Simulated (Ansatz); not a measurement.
Band structure of Si

```xyz
1
Lattice="2.5324 0.0000 0.0000 0.0000 2.5324 0.0000 0.0000 0.0000 2.5324" Properties=species:S:1:pos:R:3 pbc="T T T"
Si    0.0000    0.0000    0.0000
```

The cell was built from the sc type and relaxed in the same program, and has space group Pm-3m; it needn't be a known or the stable phase.

These are results of DFT, PBE, all-electron LAPW, scalar-relativistic in Ansatz 0.2.0, not measurements.

Numerical set-up: a Γ-centred 14×14×14 k mesh, Fermi–Dirac smearing of 0.03 eV, basis error target 0.25 meV/atom, no spin polarisation.

Points in fractions of the reciprocal vectors of this cell: Γ (0, 0, 0), X (0, 0.5, 0), M (0.5, 0.5, 0), R (0.5, 0.5, 0.5). The path joins them by straight lines in the order Γ–X–M–Γ–R–X–R–M; legs that retrace an earlier one aren't tabulated. Energies are in eV from the Fermi level.

Task: Is there a gap?

Result: none: bands cross the Fermi level, a metal.

Task: List the levels between -20 and 4.5 eV at the symmetry points.

Result: 
Γ: -13.18
X: -8.61, -6.52
M: -3.50, -2.88 (×2), 1.49
R: 0.53 (×3), 3.49
